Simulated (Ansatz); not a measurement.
P: single run (Ansatz)

input.yaml:

```yaml
crystal:
  lattice:
    - [6.08788816, 0.0, 0.0]
    - [0.0, 6.08788816, 0.0]
    - [0.0, 0.0, 4.4106663]
  atoms:
    - { symbol: P, position: [0.75, 0.25, 0.0] }
    - { symbol: P, position: [0.25, 0.75, 0.0] }
  symmetry: { tolerance: 0.0003 }
kpoints:
  mp_grid: { grid: [3, 3, 4], shift: [0.5, 0.5, 0.5] }
magnetization:
  spin_polarized: false
scf:
  occupations: { method: fermi_dirac }
hamiltonian:
  pseudopotentials: { kind: paw }
  xc: pbe
basis:
  ecutwfc: 420
output:
  forces: true
  stress: true
  eigenvalues: true
```

Launch command:

```bash
ansatz run input.yaml --threads 1 --pin off --max-ram 2560MiB --backend cpu --events-out ev --progress --plain --runs-dir out
```

Origin of the cell: a database entry, scaled a little.

The smearing width isn't typed, so it takes its default of 0.1 eV.

Output (shortened):

```
Pseudopotentials: kind: paw
Pseudopotential: P, paw, valence charge 5, recommended cutoff 420 eV (normal), P.paw.azcp
Functional definition: PBE
  exchange = pbe_x(kappa = kappa, mu = beta*pi^2/3)
  correlation = pbe_c(beta = beta)
Crystal: 2 atoms, lattice volume = 163.470 Å³
Basis set: ecut = 420 eV, 3227 PW (Γ), exchange–correlation on 90×90×60 points (8 copies of the dense FFT grid, shifted against one another)
Bands: 9, of which v1, the nominal top of the filled ones, is band 5 counted from 1 (4 counted from 0)
Symmetry: 32 space group operations
Space group: P4/mmm (ITA 123), of the structure as read, at distance tolerance 1.6e-3 Å
k-points: 6 of 36
Initial density: superposition of atomic densities (neutral atoms: chi_scale 0, normalization atom), corrected by the library's trained network
Functional: x = pbe(κ = 0.804, μ = 0.219515), c = pbe(β = 0.066725)
SCF iter   1: F=—  HF=-1502.976661 eV  Δρ=2.11e-3  dr2=1.59e-2
SCF iter   2: F=—  HF=-1502.975269 eV  Δρ=7.67e-4  dr2=1.95e-3
SCF iter   3: F=—  HF=-1502.975142 eV  Δρ=3.24e-4  dr2=3.05e-4
SCF iter   4: F=—  HF=-1502.975092 eV  Δρ=8.74e-5  dr2=1.25e-5
SCF iter   5: F=—  HF=-1502.975090 eV  Δρ=7.51e-6  dr2=8.24e-8
SCF iter   6: F=-1502.975091 eV  HF=-1502.975091 eV  Δρ=9.18e-7  dr2=1.55e-9
SCF 1 converged in 6 iterations: F = -1502.975091 eV  dr2 = 1.55e-9
SCF converged after 6 iterations
Free energy (F): -1502.975091 eV
Harris-Foulkes:  -1502.975091 eV  (|F-HF|=3.52e-9)
Internal energy: -1502.781215 eV  (E = F + TS)
E sigma→0 (E₀):  -1502.878153 eV
Entropy (-TS):   -0.193876 eV (-96.938 meV/atom)
Fermi energy:    -2.838604 eV
--- Per-component energies (eV) ---
  E_band       = -64.765916
  E_kinetic    = 123.441913
  E_local      = -282.783855  (includes V_loc(G=0)·N_el)
  E_nonlocal   = 67.187568
  E_hartree    = 73.443900
  E_xc         = -110.480105
  E_vxc        = -104.677254  (∫ρ·V_xc dr)
  E_paw        = -1138.280547  (= ΣΔE_a)
  E_vpaw       = -14.822373  (= ΣTr[D̂ρ^β])
  E_aug_tail   = 0.000007  (compensation charges beyond the density's cutoff)
  E_ewald      = -235.310096
  E_smearing   = -0.193876  (= −TS)
  Σ components = -1502.975091   (vs F -1502.975091, Δ=0.00e0)
--- Forces (eV/Å), atoms counted from 1 ---
  atom   1  P      0.000000     0.000000     0.000000
  atom   2  P      0.000000     0.000000     0.000000
  max |Σ_I F_I| component: 0.00e0 eV/Å
--- Stress (GPa, compression-positive) ---
       -3.458111       0.000000       0.000000
        0.000000      -3.458111       0.000000
        0.000000       0.000000      -3.335755
  P = ⅓ Tr σ = -3.4173 GPa (-34.173 kbar)
```

Caveats: the k mesh is coarse if the cell is a metal.

It ran for 0.8 s on 1 thread of Intel(R) Xeon(R) 6975P-C (Granite Rapids), with other jobs on the host, peak memory 0.35 GiB, from the program's own first density.
